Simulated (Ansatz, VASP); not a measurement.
# One calculation of KF (Carobbiite), two programs

```
K F
1.0
     0.00000    2.65353    2.65353
     2.65353    0.00000    2.65353
     2.65353    2.65353    0.00000
K F
1 1
Direct
  0.00000 0.00000 0.00000
  0.50000 0.50000 0.50000
```

Alike in both runs: functional PBEsol; k mesh 8 × 8 × 8; occupations gaussian, width 0.02 eV; no spin polarisation.

Ansatz relaxed the structure, and its values are those at the end. VASP's run is a single point on that final structure, the one shown.

|  | VASP | Ansatz |
| --- | --- | --- |
| version | VASP 6.6.1 | Ansatz 0.2.0 |
| potentials or method | VASP PAW PBE potentials, release 64 (K_sv, F) | scalar-relativistic, plane waves, PAW |
| plane-wave cutoff (eV) | 520 | 420 |
| valence electrons in the cell | 16 | 16 |

Ansatz gave:

- gap on the k mesh at the Fermi level (eV): 6.15
- least direct gap on the mesh (eV): 6.15
- pressure (GPa): 0.0

What did VASP give for the same quantities?

gap on the k mesh at the Fermi level (eV): 6.13; least direct gap on the mesh (eV): 6.13; pressure (GPa): 0.0.

Caveats: the PAW data sets were made with another functional, which shifts forces and pressure a little (VASP). A k mesh can miss the band edges.
